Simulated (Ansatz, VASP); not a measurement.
# SnPtSe4: VASP beside Ansatz, part 3 of 3

Aim: how closely do two programs agree when they are given the same cell, functional and k mesh? The cell is taken from a series of runs on this material, whose earlier steps may have relaxed, scaled, displaced or heated it; both programs get it as it stands.

VASP 6.6.1 and Ansatz 0.2.0.

So far: Ansatz: single point, PBE, pair 1; VASP: single point, PBE, pair 1; Comparison; Ansatz: single point, PBE, pair 2; VASP: single point, PBE, pair 2; VASP: single point, PBEsol.

**8. VASP: single point, PBEsol (continued)**

Level of this step: PBEsol; plane waves and PAW (Se, Pt, Sn_d) (VASP).

Numbers of over 12 decimals in the logs are rounded to 6 here.

Parts of OUTCAR (step 8):

```text
  Total       -1.4478366     -1.4478366     -1.1864762      0.0000000      0.0000000      0.0000000
  in kB       -8.2997502     -8.2997502     -6.8014970      0.0000000      0.0000000      0.0000000
  external PRESSURE =      -7.8003325 kB  Pullay stress =       0.0000000 kB

 POSITION                                       TOTAL-FORCE (eV/Angst)
 -----------------------------------------------------------------------------------
      1.88375      1.08758     15.99963        -0.000000      0.000000     -0.352381
     -0.00000      2.17517     13.42381        -0.000000      0.000000      0.368488
     -0.00000      2.17517      9.91118         0.000000      0.000000     -0.184808
      1.88375      1.08758      6.66694         0.000000     -0.000000      0.164436
      0.00000      0.00000     14.70992         0.000000     -0.000000      0.041340
      0.00000      0.00000      8.28579         0.000000     -0.000000     -0.037075
 -----------------------------------------------------------------------------------
    total drift:                                0.000000      0.000000     -0.000609

  FREE ENERGIE OF THE ION-ELECTRON SYSTEM (eV)
  ---------------------------------------------------
  free  energy   TOTEN  =       -28.6763787704 eV

  energy  without entropy=      -28.6763779048  energy(sigma->0) =      -28.67637834

[... 2 parts as in an earlier step ...]

[... 1 further part left out ...]
[key lines of the parts left out:]
E-fermi :  -0.2701
```

**9. Ansatz: single point, PBEsol**

The same cell, functional, mesh and smearing now go to Ansatz, which takes its cutoff from its data sets.

The cell is taken from a series of runs on this material, whose earlier steps may have relaxed, scaled, displaced or heated it; both programs get it as it stands.

input.yaml reads:

```yaml
crystal:
  lattice:
    - [3.7675, 0.0, 0.0]
    - [-1.88375, 3.2627507088, 0.0]
    - [0.0, 0.0, 22.7367280191]
  atoms:
    - { symbol: Se, position: [0.6666666667, 0.3333333333, 0.7036911283] }
    - { symbol: Pt, position: [0.0, 0.0, 0.646967412] }
    - { symbol: Se, position: [0.3333333333, 0.6666666667, 0.5904018951] }
    - { symbol: Se, position: [0.3333333333, 0.6666666667, 0.4359107585] }
    - { symbol: Sn, position: [0.0, 0.0, 0.3644229463] }
    - { symbol: Se, position: [0.6666666667, 0.3333333333, 0.2932235047] }
kpoints:
  mp_grid: { grid: [12, 12, 1] }
scf:
  occupations: { method: fermi_dirac, width: 0.02 }
  n_extra_bands: 10
hamiltonian:
  xc: pbesol
  pseudopotentials: { kind: paw }
output:
  forces: true
  write_potential: true
  volumetric_format: []
  eigenstates:
    kpoints:
      - [-0.33333333, -0.33333333, 0.0]
      - [-0.36666667, -0.31666667, 0.0]
      - [-0.4, -0.3, 0.0]
      - [-0.43333333, -0.28333333, 0.0]
      - [-0.46666667, -0.26666667, 0.0]
      - [0.5, -0.25, 0.0]
      - [0.46666667, -0.23333333, 0.0]
      - [0.43333333, -0.21666667, 0.0]
      - [0.4, -0.2, 0.0]
      - [0.36666667, -0.18333333, 0.0]
      - [0.33333333, -0.16666667, 0.0]
      - [0.3, -0.15, 0.0]
      - [0.26666667, -0.13333333, 0.0]
      - [0.23333333, -0.11666667, 0.0]
      - [0.2, -0.1, 0.0]
      - [0.16666667, -0.08333333, 0.0]
      - [0.13333333, -0.06666667, 0.0]
      - [0.1, -0.05, 0.0]
      - [0.06666667, -0.03333333, 0.0]
      - [0.03333333, -0.01666667, 0.0]
      - [0.0, 0.0, 0.0]
      - [0.02777778, -0.02777778, 0.0]
      - [0.05555556, -0.05555556, 0.0]
      - [0.08333333, -0.08333333, 0.0]
      - [0.11111111, -0.11111111, 0.0]
      - [0.13888889, -0.13888889, 0.0]
      - [0.16666667, -0.16666667, 0.0]
      - [0.19444444, -0.19444444, 0.0]
      - [0.22222222, -0.22222222, 0.0]
      - [0.25, -0.25, 0.0]
      - [0.27777778, -0.27777778, 0.0]
      - [0.30555556, -0.30555556, 0.0]
      - [0.33333333, -0.33333333, 0.0]
      - [0.36111111, -0.36111111, 0.0]
      - [0.38888889, -0.38888889, 0.0]
      - [0.41666667, -0.41666667, 0.0]
      - [0.44444444, -0.44444444, 0.0]
      - [0.47222222, -0.47222222, 0.0]
      - [0.5, -0.5, 0.0]
      - [-0.48333333, -0.48333333, 0.0]
      - [-0.46666667, -0.46666667, 0.0]
      - [-0.45, -0.45, 0.0]
      - [-0.43333333, -0.43333333, 0.0]
      - [-0.41666667, -0.41666667, 0.0]
      - [-0.4, -0.4, 0.0]
      - [-0.38333333, -0.38333333, 0.0]
      - [-0.36666667, -0.36666667, 0.0]
      - [-0.35, -0.35, 0.0]
    e_range: [-6.0, 4.0]
    unfold:
      supercell_matrix: [[1, 1, 0], [-1, 0, 0], [0, 0, 1]]
      layers: { axis: 3, edges: [0.01, 0.51154, 0.99] }
efield:
  axis: 3
  dipole_correction: true
```

The run is started by

```console
$ ansatz run input.yaml --threads 4 --pin off --max-ram 12288MiB --backend cpu --events-out ev --progress --plain --runs-dir out
```

Log:

```text
[...]
Crystal: 6 atoms, lattice volume = 279.489 Å³
Basis set: ecut = 420 eV, 5499 PW (Γ), exchange–correlation on 54×54×320 points (8 copies of the dense FFT grid, shifted against one another)
Bands: 58, of which v1, the nominal top of the filled ones, is band 48 counted from 1 (47 counted from 0)
Symmetry: 6 space group operations
[...]
k-point 0: bands = [... 44 lower, 1.7837, 1.7837, 1.8903, 1.8903, 3.6006, 4.8691, 4.8691, 4.9630, ... 6 higher]
  k-point 1: bands = [... 44 lower, 1.6934, 1.8224, 1.9032, 1.9212, 3.9685, 4.3793, 4.7577, 5.4321, ... 6 higher]
  k-point 2: bands = [... 44 lower, 1.7650, 1.7704, 1.8520, 1.9994, 3.5633, 4.1490, 4.5589, 5.7369, ... 6 higher]
  k-point 18: bands = [... 44 lower, 0.5428, 0.7510, 0.9832, 1.1970, 3.4472, 3.7139, 3.7464, 6.7658, ... 6 higher]
[key lines of the parts left out:]
SCF converged after 9 iterations
Free energy (F): -40032.474810 eV
Fermi energy:    2.291627 eV
Dipole field:    D = -0.000214 V/Å  (p = -0.000331 e·Å, saw-weighted, corrected)
Work function:   Φ+ = 5.4232 eV   Φ− = 5.4183 eV
```

**10. Comparison**

What differs besides the data sets and the points named for the pairs above, as far as they apply: the data sets hold 96 valence electrons in Ansatz (on its default PAW (the set named soft_2) files) and 48 in VASP; Ansatz makes its cores anew for this functional, VASP keeps those of its PBE data sets. Total energies have different zeros and are not compared.

Both answers:

```
              quantity  Ansatz   VASP  difference
gap on the k mesh (eV)   0.438  0.433      +0.005
```

Forces (eV/Å; atoms numbered as in POSCAR):

```
atom        Ansatz x, y, z          VASP x, y, z
 Se1  0.000, 0.000, -0.361  0.000, 0.000, -0.352
 Se2   0.000, 0.000, 0.377   0.000, 0.000, 0.368
 Se3  0.000, 0.000, -0.205  0.000, 0.000, -0.185
 Se4   0.000, 0.000, 0.185   0.000, 0.000, 0.164
 Pt5   0.000, 0.000, 0.040   0.000, 0.000, 0.041
 Sn6  0.000, 0.000, -0.036  0.000, 0.000, -0.037
```

The forces differ by 7.4 meV/Å r.m.s., which is 5.5 % of the r.m.s. force of 0.134 eV/Å (both taken over all components). A gap on the mesh is an upper bound, since the band edges may lie between its points; neither run holds spin-orbit coupling, which can move the band edges of a compound of Pt. With vacuum in the cell, a pressure given here is an average over mostly empty space and none of the material.

**11. What came out**

```
r.m.s. force difference (single point, PBE, pair 1) : 5.2 meV/Å
r.m.s. force difference (single point, PBE, pair 2) : 5.2 meV/Å
r.m.s. force difference (single point, PBEsol)      : 7.4 meV/Å
```

**Reading.** The r.m.s. force difference is 7.4 meV/Å (single point, PBEsol), within the 12 meV/Å picked in this series as the mark of a large difference. The data sets hold unlike numbers of valence electrons (96 in Ansatz and 48 in VASP), so part of the differences comes from the potentials. 2 further runs of this series are not shown here. Such differences can come from data sets, numerical settings and the points named under the comparisons, not from the functional's error against experiment.

[Lines on the potential files, build, host, timing and source positions are cut from VASP's logs without a mark.]

[Logs are printed without paths, hosts, clocks, repeated set-up lines and the standing remarks that a program may print on its own settings, such as how far it seeks lower states.]

[Hosts, paths, dates, database ids (printed as entryN), source tags and the programs' standing remarks are cut or masked in the printed files.]
